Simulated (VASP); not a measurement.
# MgO (P6_3mc) in VASP: reference runs

Reference runs on MgO: the cell as given and a disturbed copy.

Program: VASP 6.6.1. These are calculated values, not measurements. Logs are shortened: lines on timing, memory, paths and dates and some standing lists are left out, and cuts for length are marked.

### 1 The structure

It takes space group P6_3mc (No. 186, hexagonal). Conventional cell: a = 3.308 Å, b = 3.308 Å, c = 4.983 Å, α = 90.00°, β = 90.00°, γ = 120.00°. Mg (site symmetry 3m) has 4 O at 1.97 to 1.99 Å as nearest neighbours. Around O (site symmetry 3m) lie 4 Mg at 1.97 to 1.99 Å.

Measurements of this composition are mostly on another form, of space group No. 225.

### 2 Single point, PBE

Input file INCAR:

```
SYSTEM = MgO
ALGO = Normal
EDIFF = 1E-7
ENCUT = 520
GGA = PE
ISIF = 2
ISMEAR = -1
LASPH = .TRUE.
LCHARG = .TRUE.
LELF = .TRUE.
LREAL = .FALSE.
LVHAR = .TRUE.
LWAVE = .FALSE.
NBANDS = 16
NELM = 80
PREC = Accurate
SIGMA = 0.05
```

Input file KPOINTS:

```
k-points
0
G
  9 9 6
  0 0 0
```

Input file POSCAR:

```
MgO
1.0
    3.3077869865      0.0000000000      0.0000000000
   -1.6538934933      2.8646275606      0.0000000000
    0.0000000000      0.0000000000      4.9828816700
Mg O
2 2
Direct
    0.6666666667      0.3333333333      0.5021597400
    0.3333333333      0.6666666667      0.0021597400
    0.6666666667      0.3333333333      0.9024402600
    0.3333333333      0.6666666667      0.4024402600
```

Potentials or basis: VASP PAW PBE potentials, release 64 (Mg, O).

Command:

```
$ cat potpaw_PBE.64/Mg/POTCAR potpaw_PBE.64/O/POTCAR > POTCAR
$ mpirun -np 1 vasp_std > vasp.out
```

OUTCAR:

```text
SYSTEM = MgO
   EDIFF = 1E-7
   ENCUT = 520
   GGA = PE
   ISIF = 2
   ISMEAR = -1
   LASPH = .TRUE.
   LREAL = .FALSE.
   NELM = 80
   PREC = Accurate

 ion  position               nearest neighbor table
   1  0.667  0.333  0.502-   4 1.97   4 1.97   4 1.97   3 1.99   2 3.14   2 3.14   2 3.14   2 3.14
                             2 3.14   2 3.14
   2  0.333  0.667  0.002-   3 1.97   3 1.97   3 1.97   4 1.99   1 3.14   1 3.14   1 3.14   1 3.14
                             1 3.14   1 3.14
   3  0.667  0.333  0.902-   2 1.97   2 1.97   2 1.97   1 1.99
   4  0.333  0.667  0.402-   1 1.97   1 1.97   1 1.97   2 1.99

  LATTYP: Found a hexagonal cell.
 ALAT       =     3.3077869865
 C/A-ratio  =     1.5064094787

  Lattice vectors:

 A1 = (   3.3077869865,   0.0000000000,   0.0000000000)
 A2 = (  -1.6538934933,   2.8646275606,   0.0000000000)
 A3 = (   0.0000000000,   0.0000000000,   4.9828816700)

Analysis of symmetry for initial positions (statically):
=====================================================================
 Subroutine PRICEL returns:
 Original cell was already a primitive cell.

 Routine SETGRP: Setting up the symmetry group for a
 hexagonal supercell.

 Subroutine GETGRP returns: Found 12 space group operations
 (whereof  6 operations were pure point group operations)
 out of a pool of 24 trial point group operations.

The static configuration has the point symmetry C_3v.
 The point group associated with its full space group is C_6v.

Analysis of symmetry for dynamics (positions and initial velocities):
=====================================================================
 Subroutine PRICEL returns:
 Original cell was already a primitive cell.

 Routine SETGRP: Setting up the symmetry group for a
 hexagonal supercell.

 Subroutine GETGRP returns: Found 12 space group operations
 (whereof  6 operations were pure point group operations)
 out of a pool of 24 trial point group operations.

The dynamic configuration has the point symmetry C_3v.
 The point group associated with its full space group is C_6v.

 Subroutine INISYM returns: Found 12 space group operations
 (whereof  6 operations are pure point group operations),
 and found     1 'primitive' translations

----------------------------------------------------------------------------------------

                                     Primitive cell

  volume of cell :      47.2157

  direct lattice vectors                    reciprocal lattice vectors
     3.307786987  0.000000000  0.000000000     0.302316928  0.174542760  0.000000000
    -1.653893493  2.864627561  0.000000000     0.000000000  0.349085519  0.000000000
     0.000000000  0.000000000  4.982881670     0.000000000  0.000000000  0.200687086

  length of vectors
     3.307786987  3.307786987  4.982881670     0.349085519  0.349085519  0.200687086

  position of ions in fractional coordinates (direct lattice)
     0.666666667  0.333333333  0.502159740
     0.333333333  0.666666667  0.002159740
     0.666666667  0.333333333  0.902440260
     0.333333333  0.666666667  0.402440260

  ion indices of the primitive-cell ions
   primitive index   ion index
                 1           1
                 2           2
                 3           3
                 4           4

----------------------------------------------------------------------------------------

 KPOINTS: k-points

Automatic generation of k-mesh.
 Grid dimensions read from file:
 generate k-points for:    9    9    6

 Generating k-lattice:

  Cartesian coordinates                     Fractional coordinates (reciprocal lattice)
     0.033590770  0.019393640  0.000000000     0.111111111 -0.000000000  0.000000000
     0.000000000  0.038787280  0.000000000     0.000000000  0.111111111  0.000000000
     0.000000000  0.000000000  0.033447848     0.000000000  0.000000000  0.166666667

  Length of vectors
     0.038787280  0.038787280  0.033447848

  Shift w.r.t. Gamma in fractional coordinates (k-lattice)
     0.000000000  0.000000000  0.000000000

 Subroutine IBZKPT returns following result:
 ===========================================

 Found     48 irreducible k-points:

 Following reciprocal coordinates:
            Coordinates               Weight
  0.000000  0.000000  0.000000      1.000000
  0.111111  0.000000  0.000000      6.000000
  0.222222  0.000000  0.000000      6.000000
  0.333333  0.000000  0.000000      6.000000
  0.444444  0.000000  0.000000      6.000000
  0.111111  0.111111  0.000000      6.000000
[... 40 lines left out ...]
  0.333333  0.222222  0.500000     12.000000
  0.333333  0.333333  0.500000      2.000000
   k-points           NKPTS =     48   k-points in BZ     NKDIM =     48   number of bands    NBANDS=     16
   number of dos      NEDOS =    301   number of ions     NIONS =      4
   total plane-waves  NPLWV =  31360
   dimension x,y,z NGX =    28 NGY =   28 NGZ =   40
   dimension x,y,z NGXF=    56 NGYF=   56 NGZF=   80
   ions per type =               2   2
   NGX,Y,Z   is equivalent  to a cutoff of  14.07, 14.07, 13.35 a.u.
   NGXF,Y,Z  is equivalent  to a cutoff of  28.15, 28.15, 26.69 a.u.
 SYSTEM =  MgO
   PREC   = accura    normal or accurate (medium, high low for compatibility)
   ISTART =      0    job   : 0-new  1-cont  2-samecut
   ICHARG =      2    charge: 1-file 2-atom 10-const
   ISPIN  =      1    spin polarized calculation?
   LNONCOLLINEAR =      F non collinear calculations
   LSORBIT =      F    spin-orbit coupling
   LASPH  =      T    aspherical Exc in radial PAW
   ENCUT  =  520.0 eV  38.22 Ry    6.18 a.u.   6.15  6.15  9.26*2*pi/ulx,y,z
   NELM   =     80;   NELMIN=  2; NELMDL= -5     # of ELM steps
   EDIFF  = 0.1E-06   stopping-criterion for ELM
   LREAL  =      F    real-space projection
   EDIFFG = 0.1E-05   stopping-criterion for IOM
   NSW    =      0    number of steps for IOM
   IBRION =     -1    ionic relax: 0-MD 1-quasi-New 2-CG
   NFREE  =      0    steps in history (QN), initial steepest desc. (CG)
   ISIF   =      2    stress and relaxation
   ISYM   =      2    0-nonsym 1-usesym 2-fastsym
   POTIM  = 0.5000    time-step for ionic-motion
   TEBEG  =    0.0;   TEEND  =   0.0 temperature during run
   PSTRESS=    0.0 pullay stress
   NELECT =      16.0000    total number of electrons
   NUPDOWN=      -1.0000    fix difference up-down
   EMIN   =  10.00;   EMAX   =-10.00  energy-range for DOS
   EFERMI =   0.00;   METHOD = LEGACY
   ISMEAR =    -1;   SIGMA  =   0.05  broadening in eV -4-tet -1-fermi 0-gaus
   EFERMI_NEDOS =   21; number of points for ismear=-14 and -15
   IALGO  =     38    algorithm
   IMIX   =      4    mixing-type and parameters
     AMIX     =   0.40;   BMIX     =  1.00
     AMIX_MAG =   1.60;   BMIX_MAG =  1.00
  volume/ion in A,a.u.               =      11.80        79.66
  Fermi-wavevector in a.u.,A,eV,Ry     =   1.141351  2.156842 17.724080  1.302683
  Thomas-Fermi vector in A             =   2.278052
   LORBIT       =      0    0 simple, 1 ext, 2 COOP (PROOUT), +10 PAW based schemes
   GGA     = PE    functional components
   LHFCALC =     F    Hartree Fock is set to
   AEXX    =    0.0000 exact exchange contribution
   IVDW    =     0    specifies the selected vdW correction
   LEPSILON=     F    determine dielectric tensor
   LRPA    =     F    only Hartree local field effects (RPA)
 non-spin polarized calculation
  energy-cutoff  :      520.00
  volume of cell :       47.22
 maximum number of plane-waves:      1303
 NGX is ok and might be reduce to    28
   NGX = 13   NGY = 13   NGZ = 19

 number of electron      15.9999997 magnetization

 Free energy of the ion-electron system (eV)
  ---------------------------------------------------
  ext. energy  EPLUGINS =         0.00000000
  ---------------------------------------------------
  free energy    TOTEN  =       -23.52007440 eV

  energy without entropy =      -23.52007440  energy(sigma->0) =      -23.52007440

 E-fermi :   2.1582     XC(G=0):  -9.7437

 val. band max:        1.1580206041   @ k =   0.0000   0.0000   0.0000
 cond. band min:       4.6211897155   @ k =   0.0000   0.0000   0.0000
 fundamental gap:      3.4631691114
 Fermi energy:         2.1581842000

 k-point     1 :       0.0000    0.0000    0.0000
  band No.  band energies     occupation
      1     -15.1163      2.00000
      2     -14.3053      2.00000
      3      -2.1260      2.00000
      4       0.3691      2.00000
      5       0.3691      2.00000
      6       0.7106      2.00000
[... 8 lines left out ...]
     15      17.5973      0.00000
     16      17.5973      0.00000

 k-point     2 :       0.1111    0.0000    0.0000
  band No.  band energies     occupation
      1     -15.0548      2.00000
      2     -14.2852      2.00000
      3      -2.0070      2.00000
      4       0.0692      2.00000
      5       0.2878      2.00000
      6       0.3445      2.00000
[... 8 lines left out ...]
     15      17.3005      0.00000
     16      17.5458      0.00000

 k-point     3 :       0.2222    0.0000    0.0000
  band No.  band energies     occupation
      1     -14.8900      2.00000
      2     -14.2404      2.00000
      3      -1.6715      2.00000
      4      -0.7208      2.00000
      5      -0.2113      2.00000
      6       0.1162      2.00000
[... 8 lines left out ...]
     15      16.2065      0.00000
     16      16.5756      0.00000

 k-point     4 :       0.3333    0.0000    0.0000
  band No.  band energies     occupation
      1     -14.6762      2.00000
      2     -14.2083      2.00000
      3      -1.4827      2.00000
      4      -1.1755      2.00000
      5      -0.6991      2.00000
      6      -0.0494      2.00000
[... 8 lines left out ...]
     15      15.5438      0.00000
     16      16.7375      0.00000
[... 628 lines left out ...]
 k-point    38 :       0.1111    0.0000    0.5000
  band No.  band energies     occupation
      1     -14.6831      2.00000
      2     -14.6831      2.00000
      3      -0.9638      2.00000
      4      -0.9638      2.00000
      5       0.4474      2.00000
      6       0.4474      2.00000
[... 8 lines left out ...]
     15      15.8505      0.00000
     16      15.8505      0.00000

 k-point    39 :       0.2222    0.0000    0.5000
  band No.  band energies     occupation
      1     -14.5713      2.00000
      2     -14.5713      2.00000
      3      -1.2762      2.00000
      4      -1.2762      2.00000
      5       0.3540      2.00000
      6       0.3540      2.00000
[... 8 lines left out ...]
     15      16.0970      0.00000
     16      16.0970      0.00000

 k-point    40 :       0.3333    0.0000    0.5000
  band No.  band energies     occupation
      1     -14.4400      2.00000
      2     -14.4400      2.00000
      3      -1.6858      2.00000
      4      -1.6858      2.00000
      5       0.2911      2.00000
      6       0.2911      2.00000
[... 8 lines left out ...]
     15      16.2334      0.00000
     16      16.2334      0.00000

 [... further k-points ...]

------------------------ aborting loop because EDIFF is reached ----------------------------------------

  FORCE on cell =-STRESS in cart. coord.  units (eV):
  Direction    XX          YY          ZZ          XY          YZ          ZX
  --------------------------------------------------------------------------------------
  -------------------------------------------------------------------------------------
  Total        0.8507568      0.8507568      0.9178398     -0.0000000      0.0000000      0.0000000
  in kB       28.8688671     28.8688671     31.1452035     -0.0000000      0.0000000      0.0000000
  external PRESSURE =      29.6276459 kB  Pullay stress =       0.0000000 kB

 VOLUME and BASIS-vectors are now :
 -----------------------------------------------------------------------------
  energy-cutoff  :      520.00
  volume of cell :       47.22
      direct lattice vectors                 reciprocal lattice vectors
     3.307786987  0.000000000  0.000000000     0.302316928  0.174542760  0.000000000
    -1.653893493  2.864627561  0.000000000     0.000000000  0.349085519  0.000000000
     0.000000000  0.000000000  4.982881670     0.000000000  0.000000000  0.200687086

 POSITION                                       TOTAL-FORCE (eV/Angst)
 -----------------------------------------------------------------------------------
      1.65389      0.95488      2.50220        -0.000000     -0.000000      0.008232
     -0.00000      1.90975      0.01076         0.000000      0.000000      0.008232
      1.65389      0.95488      4.49675        -0.000000      0.000000     -0.008232
     -0.00000      1.90975      2.00531         0.000000     -0.000000     -0.008232
 -----------------------------------------------------------------------------------
    total drift:                               -0.000000     -0.000000      0.000821

  FREE ENERGIE OF THE ION-ELECTRON SYSTEM (eV)
  ---------------------------------------------------
  free  energy   TOTEN  =       -23.5200744018 eV

  energy  without entropy=      -23.5200744017  energy(sigma->0) =      -23.52007440
```

Run time: 30 s. Hardware: 1 thread of Intel Xeon Platinum 8488C (Sapphire Rapids), shared host; peak memory 0.19 GiB.

Results:

* Free energy: -23.5201 eV
* Pressure: 3.0 GPa
* Largest force: 0.008 eV/Å
* Band gap on the k mesh: 3.46 eV, direct

Forces on the atoms (eV/Å):
```
Mg   0.000  0.000  0.008
Mg   0.000  0.000  0.008
O    0.000  0.000 -0.008
O    0.000  0.000 -0.008
```

Caveat: an odd mesh through Γ misses points on the zone boundary, where band edges often lie.

[end of part 1 of 2]
